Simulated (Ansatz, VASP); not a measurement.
**One calculation of Mo, two programs**

```
Mo
1.0
    -1.56508    1.56508    1.56508
     1.56508   -1.56508    1.56508
     1.56508    1.56508   -1.56508
Mo
1
Cartesian
  0.0000 0.0000 0.0000
```

Alike in both runs: functional PBEsol; k mesh 20 × 20 × 20; occupations fermi-dirac, width 0.15 eV; no spin polarisation.

Ansatz relaxed the structure, and its values are those at the end. VASP's run is a single point on that final structure, the one shown.

|  | VASP | Ansatz |
| --- | --- | --- |
| version | VASP 6.6.1 | Ansatz 0.2.0 |
| potentials or method | VASP PAW PBE potentials, release 64 (Mo_sv) | scalar-relativistic, plane waves, PAW |
| plane-wave cutoff (eV) | 520 | 420 |
| valence electrons in the cell | 14 | 14 |

Ansatz gave:

- gap on the k mesh at the Fermi level (eV): none
- pressure (GPa): 0.0

Question: Which values does VASP return?

Answer: gap on the k mesh at the Fermi level (eV): none; pressure (GPa): 0.6.

A gap of «none» marks a metal or a gap that the smearing closes.

Caveats: the PAW data sets were made with another functional, which shifts forces and pressure a little (VASP).
